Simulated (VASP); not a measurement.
# Ni in VASP: further runs, part 2 of 2

VASP 6.6.1.

## (3) Work function, PBEsol, collinear spin, ferromagnetic start

Contents of INCAR:

```
SYSTEM = Ni
PREC = Accurate
ENCUT = 520
EDIFF = 1E-6
ISMEAR = 0
SIGMA = 0.1
LREAL = .FALSE.
LASPH = .TRUE.
NELM = 120
ALGO = Normal
ISIF = 2
LWAVE = .FALSE.
LCHARG = .TRUE.
ISPIN = 2
MAGMOM = 1 1 1 1 1 1 1
LORBIT = 11
LMAXMIX = 4
GGA = PS
LELF = .TRUE.
LVHAR = .TRUE.
LVACPOTAV = .TRUE.
```

Contents of KPOINTS:

```
Automatic mesh
0
G
  12 12 1
  0 0 0
```

Contents of POSCAR:

```
Ni
1.0
    2.4918442969      0.0000000000      0.0000000000
    1.2459221485      2.1580004634      0.0000000000
    0.0000000000      0.0000000000     26.2074940917
Ni
7
Direct
    0.0000000000      0.0000000000      0.2670991731
    0.3333333333      0.3333333333      0.3447327820
    0.6666666667      0.6666666667      0.4223663910
    0.0000000000      0.0000000000      0.5000000000
    0.3333333333      0.3333333333      0.5776336090
    0.6666666667      0.6666666667      0.6552672180
    0.0000000000      0.0000000000      0.7329008269
```

Potentials or basis: VASP PAW PBE potentials, release 64 (Ni).

Command:

```bash
cat potpaw_PBE.64/Ni/POTCAR > POTCAR
mpirun -np 1 vasp_std > vasp.out
```

OUTCAR:

```text
SYSTEM = Ni
   PREC = Accurate
   ENCUT = 520
   EDIFF = 1E-6
   ISMEAR = 0
   LREAL = .FALSE.
   LASPH = .TRUE.
   NELM = 120
   ISIF = 2
   ISPIN = 2
   LORBIT = 11
   GGA = PS

 ion  position               nearest neighbor table
   1  0.000  0.000  0.267-   2 2.49   2 2.49   2 2.49
   2  0.333  0.333  0.345-   1 2.49   1 2.49   1 2.49   3 2.49   3 2.49   3 2.49
   3  0.667  0.667  0.422-   2 2.49   2 2.49   4 2.49   4 2.49   4 2.49   2 2.49
   4  0.000  0.000  0.500-   3 2.49   5 2.49   3 2.49   5 2.49   5 2.49   3 2.49
   5  0.333  0.333  0.578-   6 2.49   6 2.49   4 2.49   4 2.49   4 2.49   6 2.49
   6  0.667  0.667  0.655-   7 2.49   7 2.49   7 2.49   5 2.49   5 2.49   5 2.49
   7  0.000  0.000  0.733-   6 2.49   6 2.49   6 2.49

  LATTYP: Found a hexagonal cell.
 ALAT       =     2.4918442969
 C/A-ratio  =    10.5173080533

  Lattice vectors:

 A1 = (  -1.2459221485,  -2.1580004634,   0.0000000000)
 A2 = (   2.4918442969,   0.0000000000,   0.0000000000)
 A3 = (   0.0000000000,   0.0000000000,  26.2074940917)

Analysis of symmetry for initial positions (statically):
=====================================================================
 Subroutine PRICEL returns:
 Original cell was already a primitive cell.

 Routine SETGRP: Setting up the symmetry group for a
 hexagonal supercell.

 Subroutine GETGRP returns: Found 12 space group operations
 (whereof 12 operations were pure point group operations)
 out of a pool of 24 trial point group operations.

The static configuration has the point symmetry D_3d.

Analysis of symmetry for dynamics (positions and initial velocities):
=====================================================================
 Subroutine PRICEL returns:
 Original cell was already a primitive cell.

 Routine SETGRP: Setting up the symmetry group for a
 hexagonal supercell.

 Subroutine GETGRP returns: Found 12 space group operations
 (whereof 12 operations were pure point group operations)
 out of a pool of 24 trial point group operations.

The dynamic configuration has the point symmetry D_3d.

Analysis of structural, dynamic, and magnetic symmetry:
=====================================================================
 Subroutine PRICEL returns:
 Original cell was already a primitive cell.

 Routine SETGRP: Setting up the symmetry group for a
 hexagonal supercell.

 Subroutine GETGRP returns: Found 12 space group operations
 (whereof 12 operations were pure point group operations)
 out of a pool of 24 trial point group operations.

The overall configuration has the point symmetry D_3d.

 Subroutine INISYM returns: Found 12 space group operations
 (whereof 12 operations are pure point group operations),
 and found     1 'primitive' translations

----------------------------------------------------------------------------------------

                                     Primitive cell

  volume of cell :     140.9282

  direct lattice vectors                    reciprocal lattice vectors
     2.491844297  0.000000000  0.000000000     0.401309183 -0.231695965  0.000000000
     1.245922149  2.158000463  0.000000000     0.000000000  0.463391930  0.000000000
     0.000000000  0.000000000 26.207494092     0.000000000  0.000000000  0.038157025
[... 95 lines left out ...]
   ISYM   =      2    0-nonsym 1-usesym 2-fastsym
   POTIM  = 0.5000    time-step for ionic-motion
   TEBEG  =    0.0;   TEEND  =   0.0 temperature during run
   PSTRESS=    0.0 pullay stress
   NELECT =      70.0000    total number of electrons
   NUPDOWN=      -1.0000    fix difference up-down
   EMIN   =  10.00;   EMAX   =-10.00  energy-range for DOS
   EFERMI =   0.00;   METHOD = LEGACY
   ISMEAR =     0;   SIGMA  =   0.10  broadening in eV -4-tet -1-fermi 0-gaus
   EFERMI_NEDOS =   21; number of points for ismear=-14 and -15
   IALGO  =     38    algorithm
   IMIX   =      4    mixing-type and parameters
     AMIX     =   0.40;   BMIX     =  1.00
     AMIX_MAG =   1.60;   BMIX_MAG =  1.00
  volume/ion in A,a.u.               =      20.13       135.86
  Fermi-wavevector in a.u.,A,eV,Ry     =   1.296507  2.450043 22.870447  1.680930
  Thomas-Fermi vector in A             =   2.427959
   LORBIT       =     11    0 simple, 1 ext, 2 COOP (PROOUT), +10 PAW based schemes
   GGA     = PS    functional components
   LHFCALC =     F    Hartree Fock is set to
   AEXX    =    0.0000 exact exchange contribution
   IVDW    =     0    specifies the selected vdW correction
   LEPSILON=     F    determine dielectric tensor
   LRPA    =     F    only Hartree local field effects (RPA)
 spin polarized calculation
 Gauss-broadening in eV      SIGMA  =   0.10
  energy-cutoff  :      520.00
  volume of cell :      140.93
 maximum number of plane-waves:      3833
   NGX =  9   NGY =  9   NGZ = 97

 number of electron      70.0000012 magnetization       4.7005834

 Free energy of the ion-electron system (eV)
  ---------------------------------------------------
  ext. energy  EPLUGINS =         0.00000000
  ---------------------------------------------------
  free energy    TOTEN  =       -41.27474891 eV

  energy without entropy =      -41.20502489  energy(sigma->0) =      -41.23988690

 E-fermi :   2.6442     XC(G=0):  -7.9817

 val. band max:        2.6438731539   @ k =   0.2500   0.0833   0.0000
 cond. band min:       2.6458729560   @ k =   0.2500   0.0833   0.0000
 fundamental gap:      0.0019998020
 Fermi energy:         2.6442323362

 spin component 1

 k-point     1 :       0.0000    0.0000    0.0000
  band No.  band energies     occupation
      1      -6.2106      1.00000
      2      -5.6944      1.00000
      3      -4.8799      1.00000
      4      -3.8856      1.00000
      5      -2.9303      1.00000
      6      -2.3609      1.00000
[... 920 lines left out ...]
     45       9.5216      0.00000
     46       9.5216      0.00000
 Fermi energy:         2.6442323362

 spin component 2

 k-point     1 :       0.0000    0.0000    0.0000
  band No.  band energies     occupation
      1      -6.2236      1.00000
      2      -5.7054      1.00000
      3      -4.8866      1.00000
      4      -3.8650      1.00000
      5      -2.8225      1.00000
      6      -2.0763      1.00000
[... 920 lines left out ...]
     45       9.7799      0.00000
     46       9.7799      0.00000

------------------------ aborting loop because EDIFF is reached ----------------------------------------

  FORCE on cell =-STRESS in cart. coord.  units (eV):
  Direction    XX          YY          ZZ          XY          YZ          ZX
  --------------------------------------------------------------------------------------
  -------------------------------------------------------------------------------------
  Total       -6.4661029     -6.4661029     -5.0563550     -0.0000000      0.0000000      0.0000000
  in kB      -73.5114966    -73.5114966    -57.4844273     -0.0000000      0.0000000      0.0000000
  external PRESSURE =     -68.1691402 kB  Pullay stress =       0.0000000 kB

 VOLUME and BASIS-vectors are now :
 -----------------------------------------------------------------------------
  energy-cutoff  :      520.00
  volume of cell :      140.93
      direct lattice vectors                 reciprocal lattice vectors
     2.491844297  0.000000000  0.000000000     0.401309183 -0.231695965  0.000000000
     1.245922149  2.158000463  0.000000000     0.000000000  0.463391930  0.000000000
     0.000000000  0.000000000 26.207494092     0.000000000  0.000000000  0.038157025

 POSITION                                       TOTAL-FORCE (eV/Angst)
 -----------------------------------------------------------------------------------
      0.00000      0.00000      7.00000         0.000000     -0.000000      0.510629
      1.24592      0.71933      9.03458        -0.000000      0.000000     -0.126288
      2.49184      1.43867     11.06916         0.000000      0.000000     -0.039081
      0.00000      0.00000     13.10375        -0.000000     -0.000000     -0.000000
      1.24592      0.71933     15.13833         0.000000     -0.000000      0.039081
      2.49184      1.43867     17.17291         0.000000      0.000000      0.126288
      0.00000      0.00000     19.20749        -0.000000     -0.000000     -0.510629
 -----------------------------------------------------------------------------------
    total drift:                               -0.000000     -0.000000      0.000000

  FREE ENERGIE OF THE ION-ELECTRON SYSTEM (eV)
  ---------------------------------------------------
  free  energy   TOTEN  =       -41.2747489139 eV

  energy  without entropy=      -41.2050248876  energy(sigma->0) =      -41.23988690

 total charge

# of ion       s       p       d       tot
------------------------------------------
    1        0.489   0.381   8.298   9.168
    2        0.494   0.496   8.304   9.294
    3        0.500   0.498   8.305   9.302
    4        0.498   0.498   8.307   9.304
    5        0.500   0.498   8.305   9.302
    6        0.494   0.496   8.304   9.294
    7        0.489   0.381   8.298   9.168
--------------------------------------------------
tot          3.465   3.247  58.119  64.832

 magnetization (x)

# of ion       s       p       d       tot
------------------------------------------
    1       -0.005  -0.023   0.709   0.681
    2       -0.007  -0.024   0.742   0.711
    3       -0.005  -0.025   0.701   0.671
    4       -0.007  -0.025   0.695   0.662
    5       -0.005  -0.025   0.701   0.671
    6       -0.007  -0.024   0.742   0.711
    7       -0.005  -0.023   0.709   0.681
--------------------------------------------------
tot         -0.040  -0.170   4.999   4.789
```

Wall time 7.9 min (1 thread of Intel Xeon 6975P-C (Granite Rapids), shared host); peak memory 0.41 GiB.

Results:

```yaml
Free_energy: -41.2747 eV
Largest_force: 0.511 eV/Å
Band_gap_on_the_k_mesh: none (metal or under the smearing width)
Net_moment: 4.70 μB per cell
Site_moments: Ni +0.68, +0.71, +0.67, +0.66 μB
Valence_electrons_inside_the_program's_atomic_spheres: Ni 9.17, 9.29, 9.30
```

Forces in eV/Å, atoms in the order of the input:
```
Ni   0.000  0.000  0.511
Ni   0.000  0.000 -0.126
Ni   0.000  0.000 -0.039
Ni   0.000  0.000  0.000
Ni   0.000  0.000  0.039
Ni   0.000  0.000  0.126
Ni   0.000  0.000 -0.511
```

Levels at points of the mesh, in eV from the Fermi level:
Spin up:
```csv
k point,band 33,band 34,band 35,band 36,band 37,band 38,band 39,band 40,band 41,band 42
"(0.00, 0.00, 0.00)",-1.25,-1.08,-1.08,-0.84,-0.84,-0.69,-0.69,-0.63,-0.63,-0.21
"(0.50, 0.00, 0.00)",-0.52,-0.40,-0.40,0.22,1.05,1.74,2.20,2.40,2.51,2.54
```
Spin down:
| k point | band 30 | band 31 | band 32 | band 33 | band 34 | band 35 |
| --- | --- | --- | --- | --- | --- | --- |
| (0.00, 0.00, 0.00) | -0.64 | -0.64 | -0.54 | -0.54 | -0.36 | -0.36 |
| (0.50, 0.00, 0.00) | 0.22 | 0.25 | 0.27 | 0.33 | 0.42 | 0.43 |

Caveat: the PAW data sets were made with another functional, which shifts forces and pressure a little.

## (4) Work function, RPBE, collinear spin, ferromagnetic start

Edit INCAR of step 3 so:

```diff
@@ -17,3 +17,3 @@
 LMAXMIX = 4
-GGA = PS
+GGA = RP
 LELF = .TRUE.
```

KPOINTS is that of step 3.

POSCAR is that of step 3.

Potentials or basis: VASP PAW PBE potentials, release 64 (Ni).

Command:

```bash
cat potpaw_PBE.64/Ni/POTCAR > POTCAR
mpirun -np 1 vasp_std > vasp.out
```

OUTCAR:

```text
SYSTEM = Ni
   PREC = Accurate
   ENCUT = 520
   EDIFF = 1E-6
   ISMEAR = 0
   LREAL = .FALSE.
   LASPH = .TRUE.
   NELM = 120
   ISIF = 2
   ISPIN = 2
   LORBIT = 11
   GGA = RP

 ion  position               nearest neighbor table
   1  0.000  0.000  0.267-   2 2.49   2 2.49   2 2.49
   2  0.333  0.333  0.345-   1 2.49   1 2.49   1 2.49   3 2.49   3 2.49   3 2.49
   3  0.667  0.667  0.422-   2 2.49   2 2.49   4 2.49   4 2.49   4 2.49   2 2.49
   4  0.000  0.000  0.500-   3 2.49   5 2.49   3 2.49   5 2.49   5 2.49   3 2.49
   5  0.333  0.333  0.578-   6 2.49   6 2.49   4 2.49   4 2.49   4 2.49   6 2.49
   6  0.667  0.667  0.655-   7 2.49   7 2.49   7 2.49   5 2.49   5 2.49   5 2.49
   7  0.000  0.000  0.733-   6 2.49   6 2.49   6 2.49

[... 2099 lines left out ...]
      1.24592      0.71933      9.03458        -0.000000      0.000000     -0.125998
      2.49184      1.43867     11.06916        -0.000000     -0.000000     -0.042956
      0.00000      0.00000     13.10375         0.000000      0.000000      0.000000
      1.24592      0.71933     15.13833         0.000000      0.000000      0.042956
      2.49184      1.43867     17.17291         0.000000     -0.000000      0.125998
      0.00000      0.00000     19.20749         0.000000     -0.000000      0.000290
 -----------------------------------------------------------------------------------
    total drift:                               -0.000000     -0.000000      0.000000

  FREE ENERGIE OF THE ION-ELECTRON SYSTEM (eV)
  ---------------------------------------------------
  free  energy   TOTEN  =       -33.5497254059 eV

  energy  without entropy=      -33.4860739736  energy(sigma->0) =      -33.51789969

 total charge

# of ion       s       p       d       tot
------------------------------------------
    1        0.486   0.377   8.297   9.160
    2        0.490   0.490   8.303   9.283
    3        0.496   0.493   8.304   9.292
    4        0.495   0.492   8.307   9.294
    5        0.496   0.493   8.304   9.292
    6        0.490   0.490   8.303   9.283
    7        0.486   0.377   8.297   9.160
--------------------------------------------------
tot          3.438   3.213  58.114  64.765

 magnetization (x)

# of ion       s       p       d       tot
------------------------------------------
    1       -0.005  -0.026   0.732   0.700
    2       -0.007  -0.028   0.757   0.722
    3       -0.006  -0.028   0.718   0.683
    4       -0.008  -0.029   0.708   0.672
    5       -0.006  -0.028   0.718   0.683
    6       -0.007  -0.028   0.757   0.722
    7       -0.005  -0.026   0.732   0.700
--------------------------------------------------
tot         -0.045  -0.194   5.122   4.883
```

Wall time 8.2 min (1 thread of Intel Xeon 6975P-C (Granite Rapids), shared host); peak memory 0.41 GiB.

Results:

```
Free energy                                           : -33.5497 eV
Largest force                                         : 0.126 eV/Å
Band gap on the k mesh                                : none (metal or under the smearing width)
Net moment                                            : 4.77 μB per cell
Site moments                                          : Ni +0.70, +0.72, +0.68, +0.67 μB
Valence electrons inside the program's atomic spheres : Ni 9.16, 9.28, 9.29
```

Forces on the atoms (eV/Å):
```
Ni   0.000  0.000  0.000
Ni   0.000  0.000 -0.126
Ni   0.000  0.000 -0.043
Ni   0.000  0.000  0.000
Ni   0.000  0.000  0.043
Ni   0.000  0.000  0.126
Ni   0.000  0.000  0.000
```

Caveat: the PAW data sets were made with another functional, which shifts forces and pressure a little.

## (5) Summary

```csv
level,potentials or basis,gap on the mesh (eV),moment (μB),largest force (eV/Å)
LDA,"VASP PAW LDA potentials, release 64 (Ni)",none,4.29,0.74
PBEsol,"VASP PAW PBE potentials, release 64 (Ni)",none,4.70,0.51
RPBE,"VASP PAW PBE potentials, release 64 (Ni)",none,4.77,0.13
```

Alike in all rows: task work function; spin collinear, ferromagnetic start; cell as given; k mesh 12 × 12 × 1; cutoff (eV) 520; smearing gaussian 0.1 eV.

Caveats: the PAW data sets were made with another functional, which shifts forces and pressure a little (some runs).

Total energies depend on the potentials used, so only differences within one code and one set of settings carry meaning.
